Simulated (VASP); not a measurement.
# Si (Fd-3m) in VASP: a series of runs, part 2 of 2

VASP 6.6.1. Earlier steps stand in the parts before.

## (3) Single point, LDA (grid = ENCUT=350 dk=1.6 cell=3x3x3 ISMEAR=0 SIGMA=0.05 LREAL=Auto EDIFF=1e-06)

File INCAR:

```
SYSTEM = Si53Ge
ALGO     = Fast           ! electronic algorithm
EDIFF    = 1E-6           ! SCF threshold, eV
ENCUT    = 350            ! plane-wave cutoff, eV
GGA      = CA             ! functional
ISIF     = 2              ! what is computed and relaxed
ISMEAR   = 0              ! smearing method
KPAR     = 1            
LASPH    = .True.         ! aspherical terms in the spheres
LCHARG   = .False.        ! write CHGCAR
LREAL    = Auto         
LWAVE    = .False.        ! write WAVECAR
NBANDS   = 131            ! bands
NCORE    = 2            
NELM     = 120            ! most SCF steps
PREC     = Accurate       ! precision mode
SIGMA    = 0.05           ! smearing width, eV
```

File KPOINTS:

```
k-points
0
Gamma
  1 1 1
  0 0 0
```

File POSCAR:

```
Si53Ge
1.0
    0.0000000000      8.1655535595      8.1655535595
    8.1655535595      0.0000000000      8.1655535595
    8.1655535595      8.1655535595      0.0000000000
Ge Si
1 53
Direct
    0.1666666667      0.1666666667      0.1666666667
    0.1666666667      0.1666666667      0.5000000000
    0.1666666667      0.1666666667      0.8333333333
    0.1666666667      0.5000000000      0.1666666667
    0.1666666667      0.5000000000      0.5000000000
    0.1666666667      0.5000000000      0.8333333333
    0.1666666667      0.8333333333      0.1666666667
    0.1666666667      0.8333333333      0.5000000000
    0.1666666667      0.8333333333      0.8333333333
    0.5000000000      0.1666666667      0.1666666667
    0.5000000000      0.1666666667      0.5000000000
    0.5000000000      0.1666666667      0.8333333333
    0.5000000000      0.5000000000      0.1666666667
    0.5000000000      0.5000000000      0.5000000000
    0.5000000000      0.5000000000      0.8333333333
    0.5000000000      0.8333333333      0.1666666667
    0.5000000000      0.8333333333      0.5000000000
    0.5000000000      0.8333333333      0.8333333333
    0.8333333333      0.1666666667      0.1666666667
    0.8333333333      0.1666666667      0.5000000000
    0.8333333333      0.1666666667      0.8333333333
    0.8333333333      0.5000000000      0.1666666667
    0.8333333333      0.5000000000      0.5000000000
    0.8333333333      0.5000000000      0.8333333333
    0.8333333333      0.8333333333      0.1666666667
    0.8333333333      0.8333333333      0.5000000000
    0.8333333333      0.8333333333      0.8333333333
    0.2500000000      0.2500000000      0.2500000000
    0.2500000000      0.2500000000      0.5833333333
    0.2500000000      0.2500000000      0.9166666667
    0.2500000000      0.5833333333      0.2500000000
    0.2500000000      0.5833333333      0.5833333333
    0.2500000000      0.5833333333      0.9166666667
    0.2500000000      0.9166666667      0.2500000000
    0.2500000000      0.9166666667      0.5833333333
    0.2500000000      0.9166666667      0.9166666667
    0.5833333333      0.2500000000      0.2500000000
    0.5833333333      0.2500000000      0.5833333333
    0.5833333333      0.2500000000      0.9166666667
    0.5833333333      0.5833333333      0.2500000000
    0.5833333333      0.5833333333      0.5833333333
    0.5833333333      0.5833333333      0.9166666667
    0.5833333333      0.9166666667      0.2500000000
    0.5833333333      0.9166666667      0.5833333333
    0.5833333333      0.9166666667      0.9166666667
    0.9166666667      0.2500000000      0.2500000000
    0.9166666667      0.2500000000      0.5833333333
    0.9166666667      0.2500000000      0.9166666667
    0.9166666667      0.5833333333      0.2500000000
    0.9166666667      0.5833333333      0.5833333333
    0.9166666667      0.5833333333      0.9166666667
    0.9166666667      0.9166666667      0.2500000000
    0.9166666667      0.9166666667      0.5833333333
    0.9166666667      0.9166666667      0.9166666667
```

Potentials or basis: VASP PAW LDA potentials, release 64 (Ge_d, Si).

Command:

```console
> cat potpaw_LDA.64/Ge_d/POTCAR potpaw_LDA.64/Si/POTCAR > POTCAR
> mpirun -np 4 vasp_std > vasp.out
```

OUTCAR:

```text
SYSTEM = Si53Ge
   EDIFF = 1E-6
   ENCUT = 350
   GGA = CA
   ISIF = 2
   ISMEAR = 0
   LASPH = .True.
   LREAL = Auto
   NELM = 120
   PREC = Accurate

 Found      1 irreducible k-points:

 Following reciprocal coordinates:
            Coordinates               Weight
  0.000000  0.000000  0.000000      1.000000
   k-points           NKPTS =      1   k-points in BZ     NKDIM =      1   number of bands    NBANDS=    132
[... 210 lines left out ...]
  Total       -0.6895207     -0.6895207     -0.6895207     -0.0000000      0.0000000      0.0000000
  in kB       -1.0145443     -1.0145443     -1.0145443     -0.0000000      0.0000000      0.0000000
  external PRESSURE =      -1.0145443 kB  Pullay stress =       0.0000000 kB

 VOLUME and BASIS-vectors are now :
 -----------------------------------------------------------------------------
  energy-cutoff  :      350.00
  volume of cell :     1088.90
      direct lattice vectors                 reciprocal lattice vectors
     0.000000000  8.165553559  8.165553559    -0.061232836  0.061232836  0.061232836
     8.165553559  0.000000000  8.165553559     0.061232836 -0.061232836  0.061232836
     8.165553559  8.165553559  0.000000000     0.061232836  0.061232836 -0.061232836

 POSITION                                       TOTAL-FORCE (eV/Angst)
 -----------------------------------------------------------------------------------
      2.72185      2.72185      2.72185        -0.000000     -0.000000     -0.000000
      5.44370      5.44370      2.72185        -0.000415     -0.000415      0.018312
      8.16555      8.16555      2.72185         0.000415      0.000415      0.018312
      5.44370      2.72185      5.44370        -0.000415      0.018312     -0.000415
      8.16555      5.44370      5.44370         0.001327     -0.001327     -0.001327
     10.88740      8.16555      5.44370        -0.018312      0.000415     -0.000415
[... 46 lines left out ...]
     12.24833     12.24833     14.97018         0.003845      0.003845     -0.001967
     14.97018     14.97018     14.97018        -0.000000     -0.000000     -0.000000
 -----------------------------------------------------------------------------------
    total drift:                               -0.000092     -0.000092     -0.000092

  FREE ENERGIE OF THE ION-ELECTRON SYSTEM (eV)
  ---------------------------------------------------
  free  energy   TOTEN  =      -303.5090288235 eV

  energy  without entropy=     -303.5090288235  energy(sigma->0) =     -303.50902882
```

OSZICAR:

```text
N       E                     dE             d eps       ncg     rms          rms(c)
DAV:   1     0.704098788394E+03    0.70410E+03   -0.68504E+04   272   0.117E+03
DAV:   2    -0.186842810723E+03   -0.89094E+03   -0.84983E+03   296   0.208E+02
DAV:   3    -0.304873694136E+03   -0.11803E+03   -0.11100E+03   324   0.799E+01
[... 18 lines left out ...]
RMM:  22    -0.303509081215E+03    0.47273E-05   -0.90452E-07   190   0.160E-03    0.206E-01
RMM:  23    -0.303509074832E+03    0.63834E-05   -0.18992E-06   211   0.213E-03    0.197E-01
RMM:  24    -0.303509039205E+03    0.35627E-04   -0.43012E-05   441   0.747E-03    0.136E-01
RMM:  25    -0.303509029215E+03    0.99895E-05   -0.89753E-06   340   0.405E-03    0.109E-01
RMM:  26    -0.303509028823E+03    0.39181E-06   -0.68081E-07   187   0.178E-03
   1 F= -.30350903E+03 E0= -.30350903E+03  d E =-.278504E-11
```

Wall time 42 s (4 MPI ranks of Intel Xeon Platinum 8488C (Sapphire Rapids), shared host); peak memory 0.27 GiB.

These settings aren't checked as converged: the numbers below hold their error.

What came out:

```
Free energy            : -303.5090 eV
Largest force          : 0.371 eV/Å
Band gap on the k mesh : 0.54 eV, direct
```

Caveat: the cutoff is under 1.25 times the usual one of these potentials, so pressure, stress and relaxed cells hold a basis-set (Pulay) error.

## (4) The reference run

An earlier run on the cell as given: functional PBE; potentials or basis VASP PAW PBE potentials, release 64 (Si); cutoff 520 eV; k mesh 8 × 8 × 8; occupations fermi-dirac, width 0.05 eV; no spin polarisation.

* Pressure: 1.3 GPa
* Band gap on the k mesh: 0.63 eV, indirect (least direct gap 2.56 eV)
